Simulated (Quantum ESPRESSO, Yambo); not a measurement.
# Quasiparticle gap of PbS (Galena) in Yambo, part 2 of 3

Aim: the G0W0 gap of PbS (Galena) on PBE, step by step.

Quantum ESPRESSO 7.5 and Yambo 5.3.0; PBE and many-body steps on it, plane waves. Known limits of the many-body steps: not at the basis limit; model gap, bands may invert with spin-orbit coupling; no spin-orbit coupling; coarse k mesh.

So far. Step 2 (Ground state): The gap is direct, at (0.000, 0.000, -0.500). Step 3 (Bands along the symmetry lines): The gap is 0.368 eV, as in the run before at this level.

The database entry behind the starting cell differs from later determinations by our own check (about 0.1 % short), so it need not match the best structure at ambient conditions.

**4. Empty states on the mesh, 4×4×4 mesh, 132 bands**

Level of this step: DFT, PBE, plane waves, norm-conserving pseudopotentials (Quantum ESPRESSO).

The sums over transitions need many empty states on a uniform mesh; this step solves for them.

File pw.in:

```
&control
  calculation = 'nscf'
  prefix = 'x'
  outdir = 'o'
  pseudo_dir = 'pseudo'
/
&system
  ibrav = 0
  nat = 2
  ntyp = 2
  ecutwfc = 76.0
  nbnd = 132
  force_symmorphic = .true.
/
&electrons
  conv_thr = 1e-9
  electron_maxstep = 80
  diago_full_acc = .true.
  diago_thr_init = 5e-6
/
ATOMIC_SPECIES
  Pb 207.2 Pb.upf
  S 32.06 S.upf
CELL_PARAMETERS angstrom
  0.0000000000 2.9657500000 2.9657500000
  2.9657500000 -0.0000000000 2.9657500000
  2.9657500000 2.9657500000 0.0000000000
ATOMIC_POSITIONS crystal
  Pb 0.0000000000 0.0000000000 0.0000000000
  S 0.5000000000 0.5000000000 0.5000000000
K_POINTS automatic
  4 4 4 0 0 0
```

Run with:

```console
OMP_NUM_THREADS=1 mpirun -n 4 pw.x -nk 4 -in pw.in > pw.out
```

Output:

```text
[banner, memory and clock lines left out]
Program PWSCF v.7.5 starts

     Atomic positions and unit cell read from directory:
     o/x.save/

     Message from routine setup:
     using ibrav=0 with symmetry is DISCOURAGED, use correct ibrav instead

     G-vector sticks info

     bravais-lattice index     =            0
     lattice parameter (alat)  =       7.9259  a.u.
     unit-cell volume          =     352.0710 (a.u.)^3
     number of atoms/cell      =            2
     number of atomic types    =            2
     number of electrons       =        28.00
     number of Kohn-Sham states=          132
     kinetic-energy cutoff     =      76.0000  Ry
     charge density cutoff     =     304.0000  Ry
     Exchange-correlation= PBE
                           (   1   4   3   4   0   0   0)

     celldm(1)=   7.925897  celldm(2)=   0.000000  celldm(3)=   0.000000
     celldm(4)=   0.000000  celldm(5)=   0.000000  celldm(6)=   0.000000

     crystal axes: (cart. coord. in units of alat)
               a(1) = (   0.000000   0.707107   0.707107 )
               a(2) = (   0.707107  -0.000000   0.707107 )
               a(3) = (   0.707107   0.707107   0.000000 )

     reciprocal axes: (cart. coord. in units 2 pi/alat)
               b(1) = ( -0.707107  0.707107  0.707107 )
               b(2) = (  0.707107 -0.707107  0.707107 )
               b(3) = (  0.707107  0.707107 -0.707107 )
     Pseudo is Norm-conserving + core correction, Zval = 22.0
     Generated using ONCVPSP code by D. R. Hamann
     Using radial grid of 1692 points,  7 beta functions with:
     Pseudo is Norm-conserving + core correction, Zval =  6.0
     Generated using ONCVPSP code by D. R. Hamann
     Using radial grid of 1146 points,  6 beta functions with:
     Pb               22.00   207.20000     Pb( 1.00)
     S                 6.00    32.06000     S ( 1.00)

     48 Sym. Ops., with inversion, found

   Cartesian axes

     site n.     atom                  positions (alat units)
         1        Pb     tau(   1) = (   0.0000000   0.0000000   0.0000000  )
         2        S      tau(   2) = (   0.7071068   0.7071068   0.7071068  )

     number of k points=     8
                       cart. coord. in units 2pi/alat
        k(    1) = (   0.0000000   0.0000000   0.0000000), wk =   0.0312500
        k(    2) = (   0.1767767   0.1767767  -0.1767767), wk =   0.2500000
        k(    3) = (  -0.3535534  -0.3535534   0.3535534), wk =   0.1250000
[...]
k(    7) = (  -0.7071068   0.0000000   0.0000000), wk =   0.0937500
        k(    8) = (  -0.7071068   0.3535534   0.0000000), wk =   0.1875000

     Dense  grid:    31283 G-vectors     FFT dimensions: (  45,  45,  45)

     The potential is recalculated from file :
     o/x.save/charge-density

     Starting wfcs are   17 randomized atomic wfcs +  115 random wfcs

     Band Structure Calculation

     End of band structure calculation

          k = 0.0000 0.0000 0.0000 (  3839 PWs)   bands (ev):

  -129.8090 -71.4991 -71.4991 -71.4991  -6.9201  -6.9201  -6.9201  -6.9040
    -6.9040  -3.6873   3.8699   7.7371   7.7371   7.7371  15.1248  15.1248
    15.1248  16.6175  16.6175  16.6175  18.5810  18.9696  18.9696  19.2063
[...]
[... 5 further rows ...]
[...]
97.9345  99.6101  99.6101  99.6101

          k = 0.1768 0.1768-0.1768 (  3927 PWs)   bands (ev):

[...]
[... 5 further rows ...]
[...]
97.3967  97.3967  98.3375  98.3375

          k =-0.3536-0.3536 0.3536 (  3906 PWs)   bands (ev):

[...]
63.0714  63.0714  63.9241  65.5833  66.5053  66.5053  67.3584  67.9806
     [... 5 further rows ...]
    93.3145  93.6020  93.6020  94.8466  94.9282  94.9282  97.6214  98.6475
    98.6475  99.3227  99.3227  99.9453

          k = 0.3536 0.0000 0.0000 (  3928 PWs)   bands (ev):

     [... further k-points ...]

     highest occupied, lowest unoccupied level (ev):     9.9081   10.2763

     XML data file, pseudopotentials, collected wavefunctions
```

Run time: 11 s. Hardware: 4 MPI ranks of Arm Neoverse V1, shared host; peak memory 0.38 GiB.

Numbers from this step:

```yaml
gap: 0.3682 eV
k_of_the_valence_top: 0, 0, -0.5
k_of_the_conduction_bottom: 0, 0, -0.5
least_direct_gap: 0.3682 eV
k_points_computed: 8
lowest_point_of_the_top_converged_band_above_the_valence_top: 88.2138 eV
```

On this mesh the gap is 0.368 eV.

**5. Conversion and set-up**

This step: Yambo 5.3.0; conversion and set-up on PBE, plane waves, norm-conserving pseudopotentials.

The states are converted to the many-body program's format and the q mesh is built.

Run with:

```console
(cd o/x.save; p2y > p2y.log; mv SAVE ../..); yambo > setup.log
```

Output:

```text
 Yambo, version 5.3.0

 [02] CORE Variables Setup
 =========================

  [02.01] Unit cells
  ==================

  Cell kind             :  FCC
  Atoms in the cell     :  Pb  S
  number of Pb atoms    :  1
  number of S  atoms    :  1

  List of atomic masses
  Mass of Pb    :  207.2000
  Mass of S     :  32.06000

  List of atomic coordinates    : [cc]
  Pb1       :  0.000000  0.000000  0.000000  order 1
  S1       :  5.604455  5.604455  5.604455  order 2

  Alat factors          :  5.604455  5.604455  5.604455 [a.u.]
  Direct lattice volume :  352.0710 [a.u.]
  Direct lattice vectors:  A[ 1 ]  A[ 2 ]  A[ 3 ]
   A[ 1 ]:  0.000000  1.000000  1.000000  [iru]
   0.000000  5.604455  5.604455  [cc]
   A[ 2 ]:  1.000000 -0.000000  1.000000  [iru]
   5.604455 -0.000000  5.604455  [cc]
   A[ 3 ]:  1.000000  1.000000  0.000000  [iru]
   5.604455  5.604455  0.000000  [cc]

  Recip. lattice volume :  0.704546 [a.u.]
  Recip. lattice vectors:  B[ 1 ]  B[ 2 ]  B[ 3 ]
   B[ 1 ]: -0.500000  0.500000  0.500000  [iku]
  -0.560553  0.560553  0.560553  [cc]
   B[ 2 ]:  0.500000 -0.500000  0.500000  [iku]
   0.560553 -0.560553  0.560553  [cc]
   B[ 3 ]:  0.500000  0.500000 -0.500000  [iku]
   0.560553  0.560553 -0.560553  [cc]

  [02.02] Symmetries
  ==================

  Inversion symmetry    : yes
  Spatial inversion     : yes
  Inversion index       :  25
  K-space Time-reversal : no
  Magnetic symmetries   : no
  Group table correct   : yes
  Symmetries units      :  [cc]

   [S  1]:   1.0000     -0.34069E-16 -0.34069E-16 -0.34069E-16   1.0000      0.34069E-16  0.34069E-16  0.34069E-16   1.0000
   [S  2]:  -1.0000      0.34069E-16 -0.34069E-16  0.34069E-16  -1.0000      0.34069E-16 -0.34069E-16 -0.34069E-16   1.0000
   [S  3]:  -1.0000     -0.34069E-16  0.34069E-16  0.34069E-16   1.0000     -0.34069E-16 -0.34069E-16  0.34069E-16  -1.0000
[...]
[... 36 further rows ...]
   [S 47]: -0.34069E-16   1.0000      0.34069E-16  0.34069E-16 -0.34069E-16  -1.0000       1.0000      0.34069E-16 -0.34069E-16
   [S 48]: -0.34069E-16  -1.0000     -0.34069E-16  0.34069E-16  0.34069E-16   1.0000       1.0000     -0.34069E-16  0.34069E-16

  [02.03] Reciprocal space
  ========================

  nG shells         :   324
  nG charge         :  31283
  nG WFs            :   4861
  nC WFs            :   3972
  G-vecs. in first 32 shells:  [ Number ]
     1    9   15   27   51   59   65   89  113
    137   169   181   229   259   283   307   331   339
    387   411   459   531   537   561   609   645   701
    725   749   821   869   893
  ...
  Shell energy in first 32 shells:  [ mHa ]
    0.00000      471.329      628.439      1256.88      1728.21      1885.32      2513.75      2985.08      3142.19
    3770.63      4241.96      5027.51      5498.84      5655.95      6284.39      6755.72      6912.83      7541.26
[...]
BZ  K-points                                      :   64

  K/Q-points units:
  rlu = crystal or reduced units; cc = cartesian coordinates; iku = interal k-units

  K [1]          [rlu]:  0.000000  0.000000  0.000000
         WF components:   3839
  K [2]          [rlu]:  0.43103E-17  0.43103E-17  0.25000
         WF components:   3927
  K [3]          [rlu]: -0.86205E-17 -0.86205E-17 -0.50000
         WF components:   3906
  K [4]          [rlu]:  0.82859E-17  0.25000      0.25000
         WF components:   3928
  K [5]          [rlu]: -0.99326E-17  0.25000     -0.50000
         WF components:   3940
  [... 2 further k-points ...]
  K [8]          [rlu]:  0.250000 -0.500000 -0.250000
         WF components:   3972

  [02.05] Energies & Occupations
  ==============================

  [X] === General ===
  [X] Electronic Temperature                        :  0.000000  0.000000 [eV K]
  [X] Bosonic    Temperature                        :  0.000000  0.000000 [eV K]
  [X] Finite Temperature mode                       : no
  [X] El. density                                   :  0.53669E+24 [cm-3]
  [X] Fermi Level                                   :  9.908065 [eV]

  [X] === Gaps and Widths ===
  [X] Conduction Band Min                           :  0.368214 [eV]
  [X] Valence Band Max                              :  0.000000 [eV]
  [X] Filled Bands                                  :  14
  [X] Empty Bands                                   :   15  132
  [X] Direct Gap                                    :  0.368214 [eV]
  [X] Direct Gap localized at k                     :  3
  [X] Indirect Gap                                  :  0.368214 [eV]
  [X] Indirect Gap between kpts                     :  3  3
  [X] Last valence band width                       :  3.438853 [eV]
  [X] 1st conduction band width                     :  4.848504 [eV]

  E @ K [1]:  [eV]
  -139.7170  -81.4072  -81.4072  -81.4072  -16.8281  -16.8281  -16.8281  -16.8121
  -16.81207 -13.59531  -6.03815  -2.17100  -2.17100  -2.17100   5.21672   5.21672
   5.216717  6.709459  6.709459  6.709459  8.672974  9.061527  9.061527  9.298259
[...]
occ @ K [1]
[...]
E @ K [2]:  [eV]
[...]
occ @ K [2]
[...]
E @ K [3]:  [eV]
[...]
occ @ K [3]
[...]
E @ K [4]:  [eV]
[...]
occ @ K [4]
[...]
E @ K [5]:  [eV]
[...]
occ @ K [5]
[...]
[... 2 further k-points ...]
  E @ K [8]:  [eV]
[...]
occ @ K [8]
[...]
0.000000  0.000000  0.000000  0.000000  0.000000  0.000000  0.000000  0.000000
   0.000000  0.000000  0.000000  0.000000  0.000000  0.000000  0.000000  0.000000

 [03] Transferred momenta grid and indexing
 ==========================================

 IBZ Q-points                                      :   8
 BZ  Q-points                                      :   64

 K/Q-points units:
 rlu = crystal or reduced units; cc = cartesian coordinates; iku = interal k-units

 Q [1]          [rlu]:  0.000000  0.000000  0.000000
 Q [2]          [rlu]:  0.43103E-17  0.43103E-17  0.25000
 Q [3]          [rlu]: -0.86205E-17 -0.86205E-17 -0.50000
[...]
Q [7]          [rlu]: -0.16572E-16 -0.50000     -0.50000
 Q [8]          [rlu]:  0.250000 -0.500000 -0.250000

  [03.01] X indexes
  =================

   [03.01.01] Sigma indexes
   ========================

 [06] Game Over & Game summary
```

Elapsed: 2.7 s, on 1 MPI rank; peak memory 0.25 GiB.

(Part 2 of 3 ends here.)

[Paths, hosts, dates, memory and timing lines, banners, echoed tables and standing remarks are left out of the program output.]

[Logs are printed without paths, hosts, clocks, repeated set-up lines and the standing remarks that a program may print on its own settings, such as how far it seeks lower states.]

[Runs of the session that timed out or met a known fault of the program may be left out.]

[Hosts, paths, dates, database ids (printed as entryN), source tags and the programs' standing remarks are cut or masked in the printed files.]
